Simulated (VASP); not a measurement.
InP:

```xyz
2
Lattice="0.0000 2.9520 2.9520 2.9520 0.0000 2.9520 2.9520 2.9520 0.0000" Properties=species:S:1:pos:R:3 pbc="T T T"
In    0.0000    0.0000    0.0000
P     1.4760    1.4760    1.4760
```

The cell is a database's computed one.

| Item | Value |
| --- | --- |
| Program | VASP 6.6.1 |
| Task | relaxation of cell and atoms |
| Functional | PBE |
| Potentials or basis | VASP PAW PBE potentials, release 64 (In_d, P) |
| Cutoff | 600 eV |
| k mesh | 10 × 10 × 10 |
| Occupations | gaussian, width 0.02 eV |
| Spin | no spin polarisation |

At the start: pressure 1.8 GPa; volume 25.72 Å³/atom.

Problem. How do energy, volume and symmetry change on relaxing?

Solution. Over 3 steps the energy falls by 3.9 meV/atom and the volume is 26.45 Å³/atom (+2.8 %); space group F-43m (No. 216, to 0.05 Å).

The path:
| step | energy change (eV) | largest force (eV/Å) | pressure (GPa) | volume (Å³) |
| --- | --- | --- | --- | --- |
| 1 | 0.0000 | 0.0000 | 1.76 | 51.45 |
| 2 | -0.0061 | 0.0000 | -0.75 | 53.58 |
| 3 | -0.0077 | 0.0000 | 0.00 | 52.89 |

Final structure:
```
In P
1.0
     0.00000    2.97931    2.97931
     2.97931    0.00000    2.97931
     2.97931    2.97931    0.00000
In P
1 1
Direct
  0.00000 0.00000 0.00000
  0.25000 0.25000 0.25000
```
